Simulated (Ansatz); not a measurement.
Write the native input for Ansatz 0.2.0 that does the following.

* Task: band structure
* Functional: PBEsol
* Potentials or basis: all-electron LAPW, scalar-relativistic
* Cutoff: 200 eV (chosen from the basis error)
* Basis error allowed: 0.001 eV/atom
* k mesh: 11 × 11 × 11
* Occupations: fermi-dirac, width 0.05 eV
* Spin: no spin polarisation

Nb:

```
Nb
1.0
     0.00000    2.11500    2.11500
     2.11500    0.00000    2.11500
     2.11500    2.11500    0.00000
Nb
1
Direct
  0.00000 0.00000 0.00000
```

This isn't the form of Nb at room conditions, which is bcc.

The input as run:

input.yaml

```yaml
crystal:
  lattice:
    - [0.0, 2.115, 2.115]
    - [2.115, 0.0, 2.115]
    - [2.115, 2.115, 0.0]
  atoms:
    - { symbol: Nb, position: [0.0, 0.0, 0.0] }
kpoints:
  mp_grid: { grid: [11, 11, 11] }
  band_path:
    path:
      - [0.0, 0.0, 0.0]
      - [0.5, 0.0, 0.5]
      - [0.5, 0.25, 0.75]
      - [0.375, 0.375, 0.75]
      - [0.0, 0.0, 0.0]
      - [0.5, 0.5, 0.5]
      - [0.625, 0.25, 0.625]
      - [0.5, 0.25, 0.75]
    npoints: 12
scf:
  occupations: { method: fermi_dirac, width: 0.05 }
hamiltonian:
  xc: pbesol
  pseudopotentials: { kind: all_electron, lapw: { basis_error: 0.001 } }
output:
  forces: true
  stress: true
  eigenvalues: true
```

Potentials or basis: all-electron LAPW, scalar-relativistic.

Launch:

```bash
$ ansatz run input.yaml --threads 1 --pin off --max-ram 3072MiB --backend cpu --events-out ev --progress --plain --runs-dir out
```

It gave:

| Quantity | Value |
| --- | --- |
| Pressure | -7.4 GPa |
| Band gap along the path | none (metal or under the smearing width) |

Wall time 5.2 s on 1 thread of AMD EPYC 7R13 Processor (Zen 3), with other jobs on the host, peak memory 0.27 GiB.
